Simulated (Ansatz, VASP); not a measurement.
## Sb in VASP and in Ansatz

Contents of INCAR:

```
SYSTEM = Sb
PREC = Accurate ; ENCUT = 520
EDIFF = 1E-6 ; ISMEAR = -1
SIGMA = 0.05 ; LREAL = .False.
LASPH = .True. ; NELM = 100
ALGO = Normal ; ISIF = 2
LWAVE = .False. ; LCHARG = .True.
GGA = PS ; LELF = .True.
LVHAR = .True. ; NBANDS = 8
```

The input KPOINTS:

```
Automatic mesh
0
Gamma
  12 12 12
  0 0 0
```

POSCAR

```
Sb
1.0
    0.0000000000      2.3202653455      2.3202653455
    2.3202653455      0.0000000000      2.3202653455
    2.3202653455      2.3202653455      0.0000000000
Sb
1
Direct
    0.0000000000      0.0000000000      0.0000000000
```

Input for Ansatz:

```yaml
crystal:
  lattice:
    - [0.0, 2.3202653455, 2.3202653455]
    - [2.3202653455, 0.0, 2.3202653455]
    - [2.3202653455, 2.3202653455, 0.0]
  atoms:
    - { symbol: Sb, position: [0.0, 0.0, 0.0] }
kpoints:
  mp_grid: { grid: [12, 12, 12] }
  band_path:
    path:
      - [0.0, 0.0, 0.0]
      - [0.5, 0.0, 0.5]
      - [0.625, 0.25, 0.625]
      - [0.375, 0.375, 0.75]
      - [0.0, 0.0, 0.0]
      - [0.5, 0.5, 0.5]
      - [0.5, 0.25, 0.75]
      - [0.5, 0.0, 0.5]
    npoints: 5
scf:
  occupations: { method: fermi_dirac, width: 0.05 }
hamiltonian:
  xc: pbesol
  pseudopotentials: { kind: all_electron, lapw: { basis_error: 0.001 } }
output:
  forces: true
  stress: true
  eigenvalues: true
```

Change from the starting cell: volume scaled by 1.02.

Alike in both runs: task single point; functional PBEsol; k mesh 12 × 12 × 12; occupations fermi-dirac, width 0.05 eV; no spin polarisation.

|  | VASP | Ansatz |
| --- | --- | --- |
| version | VASP 6.6.1 | Ansatz 0.2.0 |
| potentials or method | VASP PAW PBE potentials, release 64 (Sb) | all-electron LAPW, scalar-relativistic |
| plane-wave cutoff (eV) | 520 | see its input |

```csv
,VASP,Ansatz,Ansatz less VASP
pressure (GPa),3.5,3.5,0.00
```

Ansatz ran all-electron here, so the differences hold the error of VASP's frozen core and of both bases.

Caveats: the PAW data sets were made with another functional, which shifts forces and pressure a little (VASP). The runs have no spin-orbit coupling, so splittings on Sb are missing.
